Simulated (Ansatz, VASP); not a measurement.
# Two plane-wave programs on Si2Mo

INCAR

```
SYSTEM = Si2Mo
PREC     = Accurate       ! precision mode
ENCUT    = 520            ! plane-wave cutoff, eV
EDIFF    = 1E-7           ! SCF threshold, eV
ISMEAR   = 0              ! smearing method
SIGMA    = 0.1            ! smearing width, eV
LREAL    = .False.        ! projectors in reciprocal space
LASPH    = .True.         ! aspherical terms in the spheres
NELM     = 100            ! most SCF steps
ALGO     = Normal         ! electronic algorithm
ISIF     = 2              ! what is computed and relaxed
LWAVE    = .False.        ! write WAVECAR
LCHARG   = .False.        ! write CHGCAR
GGA      = PS             ! functional
NBANDS   = 18             ! bands
```

KPOINTS

```
regular mesh
0
Gamma
  8 8 8
  0 0 0
```

The input POSCAR:

```
Si2Mo
1.0
   -1.6000000000      1.6000000000      3.9305000000
    1.6000000000     -1.6000000000      3.9305000000
    1.6000000000      1.6000000000     -3.9305000000
Si Mo
2 1
Direct
    0.3330000000      0.3330000000      0.0000000000
    0.6670000000      0.6670000000      0.0000000000
    0.0000000000      0.0000000000      0.0000000000
```

Input for Ansatz:

```yaml
crystal:
  lattice:
    - [-1.6, 1.6, 3.9305]
    - [1.6, -1.6, 3.9305]
    - [1.6, 1.6, -3.9305]
  atoms:
    - { symbol: Si, position: [0.333, 0.333, 0.0] }
    - { symbol: Si, position: [0.667, 0.667, 0.0] }
    - { symbol: Mo, position: [0.0, 0.0, 0.0] }
basis:
  ecutwfc: 420
kpoints:
  mp_grid: { grid: [8, 8, 8] }
hamiltonian:
  xc: pbesol
scf:
  occupations: { method: gaussian, width: 0.1 }
output:
  forces: true
  stress: true
  eigenvalues: true
```

Alike in both runs: task single point; functional PBEsol; k mesh 8 × 8 × 8; occupations gaussian, width 0.1 eV; no spin polarisation.

|  | VASP | Ansatz |
| --- | --- | --- |
| version | VASP 6.6.1 | Ansatz 0.2.0 |
| potentials or method | VASP PAW PBE potentials, release 64 (Si, Mo_sv) | scalar-relativistic, plane waves, PAW |
| plane-wave cutoff (eV) | 520 | 420 |
| valence electrons in the cell | 22 | 22 |

Ansatz gave:

| Quantity | Value |
| --- | --- |
| gap on the k mesh at the Fermi level (eV) | none |
| pressure (GPa) | -2.8 |
| largest component of the traceless stress (GPa) | 1.11 |
| rms of the force components (eV/Å) | 0.173 |

Question: Which values does VASP return?

Answer: gap on the k mesh at the Fermi level (eV): none; pressure (GPa): -2.4; largest component of the traceless stress (GPa): 1.10; rms of the force components (eV/Å): 0.171.

Atom by atom the forces differ by 0.002 eV/Å (rms over components). A gap of «none» marks a metal or a gap that the smearing closes. The functional is the same, so the differences come from potentials, cutoffs and numerics.

Caveats: the PAW data sets were made with another functional, which shifts forces and pressure a little (VASP).
